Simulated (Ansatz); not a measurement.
GaN in the rocksalt structure, relaxed with r2SCAN in Ansatz 0.2.0. It is cubic, Fm-3m (No. 225); a = 4.217 Å in the conventional setting, 9.37 Å³ an atom. Ga has 6 N at 2.11 Å; N has 6 Ga at 2.11 Å.

The axes x, y and z are those of this cell:
```xyz
2
Lattice="0.0000 2.1085 2.1085 2.1085 0.0000 2.1085 2.1085 2.1085 0.0000" Properties=species:S:1:pos:R:3 pbc="T T T"
Ga    0.0000    0.0000    0.0000
N     2.1085    2.1085    2.1085
```

Unstrained: The PBE gap is indirect, 0.633 eV (Γ–K (0.47 of the way from Γ) to X), below the direct gap of 2.830 eV at Γ. With r2SCAN the valence top lies at Γ–K (0.47 of the way from Γ) and the conduction bottom at X, 1.159 eV higher; the smallest vertical gap, at Γ, is 3.377 eV. With HSE06 the valence top lies at Γ–K (0.47 of the way from Γ) and the conduction bottom at X, 1.898 eV higher; the smallest vertical gap, at Γ, is 4.144 eV. Meshes: PBE 10×10×10, r2SCAN 10×10×10, HSE06 8×8×8. Strains are changes of length per length, and xy shears are angles. After each strain the atoms were relaxed again with r2SCAN within the symmetry that the strain leaves, so tilts or polar shifts that break it weren't tested; points keep the names that they have in the unstrained zone. The calculation is spin-unpolarised, and the structure need not be a phase that has been made.

(1) Estimate what xy shear, engineering strain (angle) +1.0 % does to the gap.

(2) One strain changed the r2SCAN stress by xx -25.49, yy -25.49, zz -25.49 GPa (compression positive) and the gap by -0.863 eV (PBE), -0.945 eV (r2SCAN), -1.054 eV (HSE06). Which kind of strain was it, and roughly how large?

(3) Estimate what uniaxial +3.0 % along [111], other directions held does to the gap.

(4) Estimate what epitaxial +2.5 % in the plane normal to [111], free normal strain -0.75 % does to the gap.

(5) One strain changed the r2SCAN stress by xx -12.96, yy -12.96, zz 0.00 GPa (compression positive) and the gap by -0.708 eV (PBE), -0.728 eV (r2SCAN), -0.773 eV (HSE06). Which kind of strain was it, and roughly how large?

Answers

(1) PBE: the gap goes from 0.633 to 0.587 eV (-0.046 eV). r2SCAN: the gap goes from 1.159 to 1.112 eV (-0.047 eV). HSE06: the gap goes from 1.898 to 1.853 eV (-0.045 eV). The r2SCAN energy rises by 0.7 meV an atom.

(2) Isotropic +5.0 % on every length. The pattern of the stress gives the kind; the size needs the stiffness, so it is an estimate.

(3) PBE: the gap goes from 0.633 to 0.346 eV (-0.287 eV); the edges go from Γ–K (0.47) → X to (0.195, 0.195, 0.349) → X. r2SCAN: the gap goes from 1.159 to 0.855 eV (-0.304 eV); the edges go from Γ–K (0.47) → X to (0.195, 0.195, 0.349) → X. HSE06: the gap goes from 1.898 to 1.577 eV (-0.321 eV); the edges go from Γ–K (0.47) → X to (0.195, 0.195, 0.349) → X. The r2SCAN energy rises by 14.2 meV an atom.

(4) PBE: the gap goes from 0.633 to 0.266 eV (-0.367 eV); the edges go from Γ–K (0.47) → X to Γ–K (0.46) → X. r2SCAN: the gap goes from 1.159 to 0.770 eV (-0.389 eV); the edges go from Γ–K (0.47) → X to Γ–K (0.46) → X. HSE06: the gap goes from 1.898 to 1.483 eV (-0.415 eV); the edges go from Γ–K (0.47) → X to Γ–K (0.46) → X. The r2SCAN energy rises by 21.3 meV an atom.

(5) Epitaxial +5.0 % in the xy plane, free normal strain -4.29 %. The pattern of the stress gives the kind; the size needs the stiffness, so it is an estimate.

Where bands overlap the cell is a metal at that level, and these k meshes limit energies, forces and stress. Overlaps of a few tenths of an eV in semilocal functionals can be an artefact that a hybrid or GW lifts.

Where an edge lies off the special points, it is a point of the mesh or the k point where a search put PBE's edge or least direct gap, reused for the other functionals, whose own edges may lie a little apart.

Coordinates of k points refer to the reciprocal vectors of the primitive cell of the runs.

The meshes of the hybrids are coarse, so their gaps aren't converged to the digits shown.
